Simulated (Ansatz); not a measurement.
Given:

BeO:
```
CELL_PARAMETERS angstrom
      2.69043     0.00000     0.00000
     -1.34522     2.32998     0.00000
      0.00000     0.00000     4.36993
ATOMIC_POSITIONS crystal
  Be 0.66667 0.33333 0.00013
  Be 0.33333 0.66667 0.50013
  O  0.66667 0.33333 0.37787
  O  0.33333 0.66667 0.87787
```

This is the r²SCAN-relaxed structure.

**Question.** All from r²SCAN (plane waves, PAW; program Ansatz), unless another level is named. Estimate the highest zone-centre frequency (without LO–TO term).

**Answer.** 897 cm⁻¹.

**Question.** And the Young's modulus?

**Answer.** 402 GPa.

**Question.** What about the vibrational entropy at 300 K?

**Answer.** 6.8 J/(K·mol of atoms).

Space group P6_3mc (wurtzite). Symmetry was held in the r²SCAN relaxation; phonons on a q-mesh show no instability.

Potentials: the later of the program's two PAW sets.
